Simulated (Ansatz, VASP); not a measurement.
## HgSe (db): VASP beside Ansatz

Contents of INCAR:

```
SYSTEM = HgSe
PREC = Accurate
ENCUT = 520
EDIFF = 1E-7
ISMEAR = 0
SIGMA = 0.1
LREAL = .False.
LASPH = .True.
NELM = 100
ALGO = Normal
ISIF = 2
LWAVE = .False.
LCHARG = .False.
GGA = PE
NBANDS = 16
```

Contents of KPOINTS:

```
regular mesh
0
Gamma
  12 12 12
  0 0 0
```

Contents of POSCAR:

```
HgSe
1.0
    0.0000000000      3.0390000000      3.0390000000
    3.0390000000      0.0000000000      3.0390000000
    3.0390000000      3.0390000000      0.0000000000
Hg Se
1 1
Direct
    0.0000000000      0.0000000000      0.0000000000
    0.2500000000      0.2500000000      0.2500000000
```

Input for Ansatz:

```yaml
crystal:
  lattice:
    - [0.0, 3.039, 3.039]
    - [3.039, 0.0, 3.039]
    - [3.039, 3.039, 0.0]
  atoms:
    - { symbol: Hg, position: [0.0, 0.0, 0.0] }
    - { symbol: Se, position: [0.25, 0.25, 0.25] }
basis:
  ecutwfc: 420
kpoints:
  mp_grid: { grid: [12, 12, 12] }
hamiltonian:
  xc: pbe
scf:
  occupations: { method: gaussian, width: 0.1 }
output:
  forces: true
  stress: true
  eigenvalues: true
  write_density: true
  write_potential: true
  elf: true
  volumetric_format: npy
```

Alike in both runs: task single point; functional PBE; k mesh 12 × 12 × 12; occupations gaussian, width 0.1 eV; no spin polarisation.

|  | VASP | Ansatz |
| --- | --- | --- |
| version | VASP 6.6.1 | Ansatz 0.2.0 |
| potentials or method | VASP PAW PBE potentials, release 64 (Hg, Se) | scalar-relativistic, plane waves, PAW |
| plane-wave cutoff (eV) | 520 | 420 |
| valence electrons in the cell | 18 | 36 |

Ansatz gave:

```
gap on the k mesh at the Fermi level (eV) : none
pressure (GPa)                            : 4.7
```

What did VASP give for the same quantities?

gap on the k mesh at the Fermi level (eV): none; pressure (GPa): 5.0.

A gap of «none» marks a metal or a gap that the smearing closes. The two sets of potentials don't hold the same shells in valence.

Spin-orbit coupling is left out, which matters for the levels of Hg.
